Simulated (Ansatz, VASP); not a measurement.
Two plane-wave programs on SiC

File POSCAR:

```
SiC
1.0
    3.1213229310      0.0000000000      0.0000000000
   -1.5606614655      2.7031449517      0.0000000000
    0.0000000000      0.0000000000      5.0481668544
Si C
2 2
Direct
    0.3333333333      0.6666666667      0.0046028828
    0.6666666667      0.3333333333      0.5046028828
    0.3333333333      0.6666666667      0.3803971172
    0.6666666667      0.3333333333      0.8803971172
```

File INCAR.step1:

```
PREC = Accurate
ENCUT = 520
ISMEAR = 0
SIGMA = 0.05
LREAL = False
LASPH = True
NELM = 60
NBANDS = 16
GGA = PE
ALGO = Normal
EDIFF = 1E-4
LWAVE = True
LCHARG = False
```

Contents of INCAR.step2:

```
PREC = Accurate
ENCUT = 520
EDIFF = 1E-6
ISMEAR = 0
SIGMA = 0.05
LREAL = False
LASPH = True
NELM = 60
ALGO = Normal
ISIF = 2
LWAVE = False
LCHARG = False
METAGGA = R2SCAN
LMIXTAU = True
NBANDS = 16
ISTART = 1
```

File KPOINTS:

```
Automatic mesh
0
Gamma
  12 12 6
```

Input for Ansatz:

```yaml
crystal:
  lattice:
    - [3.121322931, 0.0, 0.0]
    - [-1.5606614655, 2.7031449517, 0.0]
    - [0.0, 0.0, 5.0481668544]
  atoms:
    - { symbol: Si, position: [0.3333333333, 0.6666666667, 0.0046028828] }
    - { symbol: Si, position: [0.6666666667, 0.3333333333, 0.5046028828] }
    - { symbol: C, position: [0.3333333333, 0.6666666667, 0.3803971172] }
    - { symbol: C, position: [0.6666666667, 0.3333333333, 0.8803971172] }
basis:
  ecutwfc: 500
kpoints:
  mp_grid: { grid: [12, 12, 6] }
hamiltonian:
  xc: r2scan
scf:
  occupations: { method: gaussian, width: 0.05 }
output:
  forces: true
  stress: true
  eigenvalues: true
  write_density: true
  write_potential: true
  elf: true
  volumetric_format: npy
```

Change from the starting cell: strain +0.0150 x Voigt [1, 1, 0, 0, 0, 0], atoms carried along.

Alike in both runs: task single point; functional r2SCAN; k mesh 12 × 12 × 6; occupations gaussian, width 0.05 eV; no spin polarisation.

|  | VASP | Ansatz |
| --- | --- | --- |
| version | VASP 6.6.1 | Ansatz 0.2.0 |
| potentials or method | VASP PAW PBE potentials, release 64 (Si, C) | scalar-relativistic, plane waves, PAW |
| plane-wave cutoff (eV) | 520 | 500 |
| valence electrons in the cell | 16 | 16 |

Ansatz gave:

| Quantity | Value |
| --- | --- |
| gap on the k mesh at the Fermi level (eV) | 2.75 |
| least direct gap on the mesh (eV) | 4.26 |
| pressure (GPa) | -6.4 |
| largest component of the traceless stress (GPa) | 5.51 |
| rms of the force components (eV/Å) | 0.071 |

Q: Estimate VASP's values.

A: gap on the k mesh at the Fermi level (eV): 2.76; least direct gap on the mesh (eV): 4.27; pressure (GPa): -6.5; largest component of the traceless stress (GPa): 5.55; rms of the force components (eV/Å): 0.070.

Atom by atom the forces differ by 0.001 eV/Å (rms over components).

Caveats: the PAW data sets were made with another functional, which shifts forces and pressure a little (VASP). A k mesh can miss the band edges.
